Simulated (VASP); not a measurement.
Input of a VASP 6.6.1 run:

File INCAR:

```
ALGO = Normal ; EDIFF = 1E-6
EDIFFG = -0.01 ; ENCUT = 600
GGA = PE ; IBRION = 2
ISIF = 3 ; ISMEAR = 0
LASPH = True ; LCHARG = False
LREAL = False ; LWAVE = False
NELM = 80 ; NSW = 90
PREC = Accurate ; PSTRESS = 51.0
SIGMA = 0.03
```

KPOINTS

```
k-points
0
Gamma
  9 9 5
```

File POSCAR:

```
SnSe2
1.0
    3.8110000000      0.0000000000      0.0000000000
   -1.9055000000      3.3004228138      0.0000000000
    0.0000000000      0.0000000000      6.1360000000
Sn Se
1 2
Direct
    0.0000000000      0.0000000000      0.0000000000
    0.3333333333      0.6666666667      0.2490000000
    0.6666666667      0.3333333333      0.7510000000
```

Potentials or basis: VASP PAW PBE potentials, release 64 (Sn_d, Se).

Launch:

```sh
$ cat potpaw_PBE.64/Sn_d/POTCAR potpaw_PBE.64/Se/POTCAR > POTCAR
$ mpirun -np 1 vasp_std > vasp.out
```

Question: What does it give for the relaxed volume?

Answer: 24.08 Å³/atom.

Question: Estimate the relaxed cell.

Answer: a = 3.804 Å, b = 3.804 Å, c = 5.762 Å, α = 90.00°, β = 90.00°, γ = 120.00°.

Question: What does it give for the space group after relaxing (to 0.05 Å)?

Answer: P-3m1 (No. 164).

Question: What does it give for the band gap on the k mesh?

Answer: 0.24 eV, indirect (least direct gap 0.72 eV).

Final structure:
```xyz
3
Lattice="3.8044 0.0000 0.0000 -1.9022 3.2947 0.0000 0.0000 0.0000 5.7623" Properties=species:S:1:pos:R:3 pbc="T T T"
Sn    0.0000    0.0000    0.0000
Se    0.0000    2.1965    1.5927
Se    1.9022    1.0983    4.1696
```

Caveat: the cell is relaxed towards a set pressure, so the enthalpy falls and the energy may rise; spin-orbit coupling is left out, which moves the levels of the heavy elements; an odd mesh through Γ misses points on the zone boundary, where band edges often lie; this functional lacks dispersion, which binds the layers, so the pressure and a relaxed spacing across them are unreliable.
